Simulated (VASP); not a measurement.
# CoO (Fm-3m) in VASP: band structure with PBE

Aim: the band structure of CoO with PBE.

Everything below comes from runs of VASP 6.6.1. Logs are shortened: lines on timing, memory, paths and dates and some standing lists are left out, and cuts for length are marked.

### 1 Starting point

Symmetry: Fm-3m, No. 225, cubic system. Conventional cell: a = 4.100 Å, b = 4.100 Å, c = 4.100 Å, α = 90.00°, β = 90.00°, γ = 90.00°. Co (site symmetry m-3m) has 6 O at 2.05 Å as nearest neighbours. O (site symmetry m-3m) is surrounded by 6 Co at 2.05 Å.

### 2 Band structure, PBE

POSCAR

```
CoO                                     
1.0
    0.0000000000      2.0502467954      2.0502467954
    2.0502467954      0.0000000000      2.0502467954
    2.0502467954      2.0502467954     -0.0000000000
  Co              O             
     1     1
Direct
     1.0000000000000000    0.0000000000000000    1.0000000000000000
     0.5000000000000000    0.5000000000000000    0.5000000000000000
```

INCAR.step1

```
SYSTEM = CoO
PREC     = Accurate       ! precision mode
ENCUT    = 520            ! plane-wave cutoff, eV
EDIFF    = 1E-7           ! SCF threshold, eV
ISMEAR   = 0              ! smearing method
SIGMA    = 0.02           ! smearing width, eV
LREAL    = .FALSE.        ! projectors in reciprocal space
LASPH    = .TRUE.         ! aspherical terms in the spheres
NELM     = 100            ! most SCF steps
ALGO     = Normal         ! electronic algorithm
ISIF     = 2              ! what is computed and relaxed
LWAVE    = .FALSE.        ! write WAVECAR
LCHARG   = .TRUE.         ! write CHGCAR
LMAXMIX  = 4              ! l up to which the mixer works
GGA      = PE             ! functional
```

KPOINTS.step1

```
regular mesh
0
G
  12 12 12
  0 0 0
```

INCAR.step2

```
SYSTEM = CoO
PREC     = Accurate       ! precision mode
ENCUT    = 520            ! plane-wave cutoff, eV
EDIFF    = 1E-7           ! SCF threshold, eV
ISMEAR   = 0              ! smearing method
SIGMA    = 0.05           ! smearing width, eV
LREAL    = .FALSE.        ! projectors in reciprocal space
LASPH    = .TRUE.         ! aspherical terms in the spheres
NELM     = 100            ! most SCF steps
ALGO     = Normal         ! electronic algorithm
ISIF     = 2              ! what is computed and relaxed
LWAVE    = .FALSE.        ! write WAVECAR
LCHARG   = .FALSE.        ! write CHGCAR
LMAXMIX  = 4              ! l up to which the mixer works
GGA      = PE             ! functional
ICHARG   = 11             ! starting density
```

KPOINTS.step2

```
path GXWKGLUWLK,UX
10
line-mode
reciprocal
 0.0000000000  0.0000000000  0.0000000000  G
 0.5000000000  0.0000000000  0.5000000000  X

 0.5000000000  0.0000000000  0.5000000000  X
 0.5000000000  0.2500000000  0.7500000000  W

 0.5000000000  0.2500000000  0.7500000000  W
 0.3750000000  0.3750000000  0.7500000000  K

 0.3750000000  0.3750000000  0.7500000000  K
 0.0000000000  0.0000000000  0.0000000000  G

 0.0000000000  0.0000000000  0.0000000000  G
 0.5000000000  0.5000000000  0.5000000000  L

 0.5000000000  0.5000000000  0.5000000000  L
 0.6250000000  0.2500000000  0.6250000000  U

 0.6250000000  0.2500000000  0.6250000000  U
 0.5000000000  0.2500000000  0.7500000000  W

 0.5000000000  0.2500000000  0.7500000000  W
 0.5000000000  0.5000000000  0.5000000000  L

 0.5000000000  0.5000000000  0.5000000000  L
 0.3750000000  0.3750000000  0.7500000000  K

 0.6250000000  0.2500000000  0.6250000000  U
 0.5000000000  0.0000000000  0.5000000000  X
```

Potentials or basis: VASP PAW PBE potentials, release 64 (Co, O).

Run with:

```sh
cat potpaw_PBE.64/Co/POTCAR potpaw_PBE.64/O/POTCAR > POTCAR
cp INCAR.step1 INCAR
cp KPOINTS.step1 KPOINTS
mpirun -np 1 vasp_std > vasp.out
cp INCAR.step2 INCAR
cp KPOINTS.step2 KPOINTS
mpirun -np 1 vasp_std > vasp.out
```

OUTCAR:

```text
SYSTEM = CoO
   PREC = Accurate
   ENCUT = 520
   EDIFF = 1E-7
   ISMEAR = 0
   LREAL = .FALSE.
   LASPH = .TRUE.
   NELM = 100
   ISIF = 2
   GGA = PE
   ICHARG = 11

 ion  position               nearest neighbor table
   1  0.000  0.000  0.000-   2 2.05   2 2.05   2 2.05   2 2.05   2 2.05   2 2.05
   2  0.500  0.500  0.500-   1 2.05   1 2.05   1 2.05   1 2.05   1 2.05   1 2.05

  LATTYP: Found a face centered cubic cell.
 ALAT       =     4.1004935908

  Lattice vectors:

 A1 = (   0.0000000000,   2.0502467954,   2.0502467954)
 A2 = (   2.0502467954,   0.0000000000,   2.0502467954)
 A3 = (   2.0502467954,   2.0502467954,   0.0000000000)

Analysis of symmetry for initial positions (statically):
=====================================================================
 Subroutine PRICEL returns:
 Original cell was already a primitive cell.

 Routine SETGRP: Setting up the symmetry group for a
 face centered cubic supercell.

 Subroutine GETGRP returns: Found 48 space group operations
 (whereof 48 operations were pure point group operations)
 out of a pool of 48 trial point group operations.

The static configuration has the point symmetry O_h .

Analysis of symmetry for dynamics (positions and initial velocities):
=====================================================================
 Subroutine PRICEL returns:
 Original cell was already a primitive cell.

 Routine SETGRP: Setting up the symmetry group for a
 face centered cubic supercell.

 Subroutine GETGRP returns: Found 48 space group operations
 (whereof 48 operations were pure point group operations)
 out of a pool of 48 trial point group operations.

The dynamic configuration has the point symmetry O_h .

 Subroutine INISYM returns: Found 48 space group operations
 (whereof 48 operations are pure point group operations),
 and found     1 'primitive' translations

----------------------------------------------------------------------------------------

                                     Primitive cell

  volume of cell :      17.2365

  direct lattice vectors                    reciprocal lattice vectors
     0.000000000  2.050246795  2.050246795    -0.243873080  0.243873080  0.243873080
     2.050246795  0.000000000  2.050246795     0.243873080 -0.243873080  0.243873080
     2.050246795  2.050246795  0.000000000     0.243873080  0.243873080 -0.243873080

  length of vectors
     2.899486824  2.899486824  2.899486824     0.422400565  0.422400565  0.422400565

  position of ions in fractional coordinates (direct lattice)
     0.000000000  0.000000000  0.000000000
     0.500000000  0.500000000  0.500000000

  ion indices of the primitive-cell ions
   primitive index   ion index
                 1           1
                 2           2

----------------------------------------------------------------------------------------

 KPOINTS: path GXWKGLUWLK,UX

Interpolating k-points between supplied coordinates.

 Line segments in fractional coordinates (reciprocal lattice):
    0.000000  0.000000  0.000000  ...  0.500000  0.000000  0.500000
    0.500000  0.000000  0.500000  ...  0.500000  0.250000  0.750000
    0.500000  0.250000  0.750000  ...  0.375000  0.375000  0.750000
    0.375000  0.375000  0.750000  ...  0.000000  0.000000  0.000000
    0.000000  0.000000  0.000000  ...  0.500000  0.500000  0.500000
    0.500000  0.500000  0.500000  ...  0.625000  0.250000  0.625000
    0.625000  0.250000  0.625000  ...  0.500000  0.250000  0.750000
    0.500000  0.250000  0.750000  ...  0.500000  0.500000  0.500000
    0.500000  0.500000  0.500000  ...  0.375000  0.375000  0.750000
    0.625000  0.250000  0.625000  ...  0.500000  0.000000  0.500000

 Generated    10 points on each line segment, for a total of    100 k-points:

 Following reciprocal coordinates:
            Coordinates               Weight
  0.000000  0.000000  0.000000      0.010000
  0.055556  0.000000  0.055556      0.010000
  0.111111  0.000000  0.111111      0.010000
  0.166667  0.000000  0.166667      0.010000
  0.222222  0.000000  0.222222      0.010000
  0.277778  0.000000  0.277778      0.010000
[... 16 lines left out ...]
  0.472222  0.277778  0.750000      0.010000
  0.458333  0.291667  0.750000      0.010000
 [... further k-points ...]
   k-points           NKPTS =    100   k-points in BZ     NKDIM =    100   number of bands    NBANDS=     11
   number of dos      NEDOS =    301   number of ions     NIONS =      2
   total plane-waves  NPLWV =  13824
   dimension x,y,z NGX =    24 NGY =   24 NGZ =   24
   dimension x,y,z NGXF=    48 NGYF=   48 NGZF=   48
   ions per type =               1   1
   NGX,Y,Z   is equivalent  to a cutoff of  13.76, 13.76, 13.76 a.u.
   NGXF,Y,Z  is equivalent  to a cutoff of  27.52, 27.52, 27.52 a.u.
 SYSTEM =  CoO
   PREC   = accura    normal or accurate (medium, high low for compatibility)
   ISTART =      0    job   : 0-new  1-cont  2-samecut
   ICHARG =     11    charge: 1-file 2-atom 10-const
   ISPIN  =      1    spin polarized calculation?
   LNONCOLLINEAR =      F non collinear calculations
   LSORBIT =      F    spin-orbit coupling
   LASPH  =      T    aspherical Exc in radial PAW
   ENCUT  =  520.0 eV  38.22 Ry    6.18 a.u.   5.39  5.39  5.39*2*pi/ulx,y,z
   NELM   =    100;   NELMIN=  2; NELMDL=  0     # of ELM steps
   EDIFF  = 0.1E-06   stopping-criterion for ELM
   LREAL  =      F    real-space projection
   EDIFFG = 0.1E-05   stopping-criterion for IOM
   NSW    =      0    number of steps for IOM
   IBRION =     -1    ionic relax: 0-MD 1-quasi-New 2-CG
   NFREE  =      0    steps in history (QN), initial steepest desc. (CG)
   ISIF   =      2    stress and relaxation
   ISYM   =      2    0-nonsym 1-usesym 2-fastsym
   POTIM  = 0.5000    time-step for ionic-motion
   TEBEG  =    0.0;   TEEND  =   0.0 temperature during run
   PSTRESS=    0.0 pullay stress
   NELECT =      15.0000    total number of electrons
   NUPDOWN=      -1.0000    fix difference up-down
   EMIN   =  10.00;   EMAX   =-10.00  energy-range for DOS
   EFERMI =   0.00;   METHOD = LEGACY
   ISMEAR =     0;   SIGMA  =   0.05  broadening in eV -4-tet -1-fermi 0-gaus
   EFERMI_NEDOS =   21; number of points for ismear=-14 and -15
   IALGO  =     38    algorithm
   IMIX   =      4    mixing-type and parameters
     AMIX     =   0.40;   BMIX     =  1.00
     AMIX_MAG =   1.60;   BMIX_MAG =  1.00
  volume/ion in A,a.u.               =       8.62        58.16
  Fermi-wavevector in a.u.,A,eV,Ry     =   1.562988  2.953620 33.238121  2.442933
  Thomas-Fermi vector in A             =   2.665826
   LORBIT       =      0    0 simple, 1 ext, 2 COOP (PROOUT), +10 PAW based schemes
   GGA     = PE    functional components
   LHFCALC =     F    Hartree Fock is set to
   AEXX    =    0.0000 exact exchange contribution
   IVDW    =     0    specifies the selected vdW correction
   LEPSILON=     F    determine dielectric tensor
   LRPA    =     F    only Hartree local field effects (RPA)
 non-spin polarized calculation
 Gauss-broadening in eV      SIGMA  =   0.05
  energy-cutoff  :      520.00
  volume of cell :       17.24
 maximum number of plane-waves:       483
 NGX is ok and might be reduce to    24

 number of electron      15.0000002 magnetization

 Free energy of the ion-electron system (eV)
  ---------------------------------------------------
  ext. energy  EPLUGINS =         0.00000000
  ---------------------------------------------------
  free energy    TOTEN  =       -12.60039686 eV

  energy without entropy =      -12.59586329  energy(sigma->0) =      -12.59813008

 E-fermi :   9.2558     XC(G=0): -13.0905

 val. band max:        9.2552847942   @ k =   0.2083   0.2083   0.4167
 cond. band min:       9.2812312710   @ k =   0.5000   0.2778   0.7222
 fundamental gap:      0.0259464768
 Fermi energy:         9.2557890433

 k-point     1 :       0.0000    0.0000    0.0000
  band No.  band energies     occupation
      1     -11.9560      2.00000
      2       5.6329      2.00000
      3       5.6329      2.00000
      4       5.6329      2.00000
      5       7.7335      2.00000
      6       7.7335      2.00000
      7       7.7335      2.00000
      8       8.1971      2.00000
      9       8.1972      2.00000
     10      11.3809      0.00000
     11      26.8276      0.00000

 k-point     2 :       0.0556    0.0000    0.0556
  band No.  band energies     occupation
      1     -11.9058      2.00000
      2       5.1580      2.00000
      3       5.5234      2.00000
      4       5.5234      2.00000
      5       7.6917      2.00000
      6       7.8665      2.00000
      7       7.8665      2.00000
      8       8.2123      2.00000
      9       8.5079      2.00000
     10      11.6706      0.00000
     11      26.1877      0.00000

 k-point     3 :       0.1111    0.0000    0.1111
  band No.  band energies     occupation
      1     -11.7614      2.00000
      2       4.2346      2.00000
      3       5.2735      2.00000
      4       5.2735      2.00000
      5       7.5724      2.00000
      6       8.1781      2.00000
      7       8.1781      2.00000
      8       8.2559      2.00000
      9       8.9747      2.00000
     10      12.4876      0.00000
     11      25.2176      0.00000

 k-point     4 :       0.1667    0.0000    0.1667
  band No.  band energies     occupation
      1     -11.5432      2.00000
      2       3.3149      2.00000
      3       4.9976      2.00000
      4       4.9976      2.00000
      5       7.3926      2.00000
      6       8.3232      2.00000
      7       8.5304      2.00000
      8       8.5304      2.00000
      9       9.3112      0.11708
     10      13.6152      0.00000
     11      24.3716      0.00000
[... 239 lines left out ...]
 k-point    22 :       0.4861    0.2639    0.7500
  band No.  band energies     occupation
      1     -10.3422      2.00000
      2       2.4344      2.00000
      3       2.5889      2.00000
      4       3.0118      2.00000
      5       8.4124      2.00000
      6       8.6075      2.00000
      7       9.1740      1.97933
      8       9.2282      1.56531
      9      10.0445      0.00000
     10      19.0565      0.00000
     11      20.3062      0.00000

 k-point    23 :       0.4722    0.2778    0.7500
  band No.  band energies     occupation
      1     -10.3459      2.00000
      2       2.3557      2.00000
      3       2.6014      2.00000
      4       3.1010      2.00000
      5       8.3034      2.00000
      6       8.6920      2.00000
      7       9.1738      1.97961
      8       9.2507      1.11532
      9      10.0432      0.00000
     10      18.9922      0.00000
     11      20.2485      0.00000

 k-point    24 :       0.4583    0.2917    0.7500
  band No.  band energies     occupation
      1     -10.3509      2.00000
      2       2.2868      2.00000
      3       2.5827      2.00000
      4       3.2220      2.00000
      5       8.1918      2.00000
      6       8.7674      2.00000
      7       9.1733      1.98042
      8       9.2871      0.37588
      9      10.0397      0.00000
     10      18.8948      0.00000
     11      20.2102      0.00000

 [... further k-points ...]
[... 5 lines left out ...]
  --------------------------------------------------------------------------------------
  -------------------------------------------------------------------------------------
  Total       -3.4259668     -3.4259668     -3.4259668      0.0000000     -0.0000000     -0.0000000
  in kB     -318.4529763   -318.4529763   -318.4529763      0.0000000     -0.0000000     -0.0000000
  external PRESSURE =    -318.4529763 kB  Pullay stress =       0.0000000 kB

 VOLUME and BASIS-vectors are now :
 -----------------------------------------------------------------------------
  energy-cutoff  :      520.00
  volume of cell :       17.24
      direct lattice vectors                 reciprocal lattice vectors
     0.000000000  2.050246795  2.050246795    -0.243873080  0.243873080  0.243873080
     2.050246795  0.000000000  2.050246795     0.243873080 -0.243873080  0.243873080
     2.050246795  2.050246795  0.000000000     0.243873080  0.243873080 -0.243873080

 POSITION                                       TOTAL-FORCE (eV/Angst)
 -----------------------------------------------------------------------------------
      0.00000      0.00000      0.00000         0.000000      0.000000      0.000000
      2.05025      2.05025      2.05025        -0.000000     -0.000000     -0.000000
 -----------------------------------------------------------------------------------
    total drift:                                0.000000     -0.000000     -0.000000

  FREE ENERGIE OF THE ION-ELECTRON SYSTEM (eV)
  ---------------------------------------------------
  free  energy   TOTEN  =       -12.6003968602 eV

  energy  without entropy=      -12.5958632922  energy(sigma->0) =      -12.59813008
```

It took 25 s on 1 thread of Intel Xeon Platinum 8488C (Sapphire Rapids), shared host; peak memory 0.15 GiB.

Results:

```
Band gap along the path : none (metal or under the smearing width)
```

Levels at the corners of the path, in eV from the Fermi level:
| point | band 5 | band 6 | band 7 | band 8 | band 9 | band 10 | band 11 |
| --- | --- | --- | --- | --- | --- | --- | --- |
| Γ | -1.71 | -1.71 | -1.71 | -1.24 | -1.24 | 1.94 | 17.39 |
| X | -3.00 | -0.73 | -0.27 | -0.27 | -0.06 | 7.31 | 10.64 |
| X | -3.00 | -0.73 | -0.27 | -0.27 | -0.06 | 7.31 | 10.64 |
| W | -0.93 | -0.93 | -0.27 | -0.22 | 0.60 | 9.64 | 10.93 |
| W | -0.93 | -0.93 | -0.27 | -0.22 | 0.60 | 9.64 | 10.93 |
| K | -1.66 | -0.44 | -0.28 | 0.09 | 0.54 | 8.90 | 10.67 |
| K | -1.66 | -0.44 | -0.28 | 0.09 | 0.54 | 8.90 | 10.64 |
| Γ | -1.71 | -1.71 | -1.71 | -1.24 | -1.24 | 1.94 | 17.39 |
| Γ | -1.71 | -1.71 | -1.71 | -1.24 | -1.24 | 1.94 | 17.39 |
| L | -0.62 | -0.62 | -0.27 | 1.82 | 1.82 | 5.59 | 10.72 |
| L | -0.62 | -0.62 | -0.27 | 1.82 | 1.82 | 5.59 | 10.72 |
| U | -1.66 | -0.44 | -0.28 | 0.09 | 0.54 | 8.90 | 10.64 |
| U | -1.66 | -0.44 | -0.28 | 0.09 | 0.54 | 8.90 | 10.64 |
| W | -0.93 | -0.93 | -0.27 | -0.22 | 0.60 | 9.64 | 10.93 |
| W | -0.93 | -0.93 | -0.27 | -0.22 | 0.60 | 9.64 | 10.93 |
| L | -0.62 | -0.62 | -0.27 | 1.82 | 1.82 | 5.59 | 10.72 |
| L | -0.62 | -0.62 | -0.27 | 1.82 | 1.82 | 5.59 | 10.72 |
| K | -1.66 | -0.44 | -0.28 | 0.09 | 0.54 | 8.90 | 10.64 |
| U | -1.66 | -0.44 | -0.28 | 0.09 | 0.54 | 8.90 | 10.68 |
| X | -3.00 | -0.73 | -0.27 | -0.27 | -0.06 | 7.31 | 10.64 |

Caveat: the log is that of the step along the path at fixed density, whose energy, stress, charges and moments have no meaning; an odd number of electrons without spin polarisation forces a metal; a magnetic or distorted state may lie lower; the run has no spin polarisation, though such a crystal can be magnetic; semilocal functionals often make such compounds metallic where correlation or magnetic order opens a gap, which also shifts bond lengths. Spin polarisation is off, so any magnetic state and its effect on volume and gap are missing.
